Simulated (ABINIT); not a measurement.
Fe, 1 atom in the cell. Symmetry: Im-3m, No. 229, cubic system. The conventional cell has a = 2.886 Å, b = 2.886 Å, c = 2.886 Å, α = 90.00°, β = 90.00°, γ = 90.00°. Around Fe (site symmetry m-3m) lie 8 Fe at 2.50 Å. 

| Quantity | Value |
| --- | --- |
| Program | ABINIT 10.8.3 (patched build) |
| Task | single point |
| Functional | r2SCAN |
| Potentials or basis | JTH PAW PBE v2.0 |
| Cutoff | 544 eV |
| k mesh | 8 × 8 × 8 |
| Occupations | fermi-dirac, width 0.05 eV |
| Spin | collinear spin, ferromagnetic start |
| Starting moments | [3.0] μB |
| Fine-grid cutoff | 1088.46 eV |

Potentials or basis: JTH PAW PBE v2.0.

Run with:

```console
$ abinit run.abi > log 2>&1
```

Hardware: 1 thread of Arm Neoverse V2 (shared host).

Question: Estimate the wall time of this run.

Answer: Run time: 42 s on 1 thread of Arm Neoverse V2 (shared host), peak memory 0.11 GiB. Counts: scf iterations 18, mpi ranks 1, k points 29, bands 13, plane waves 356.
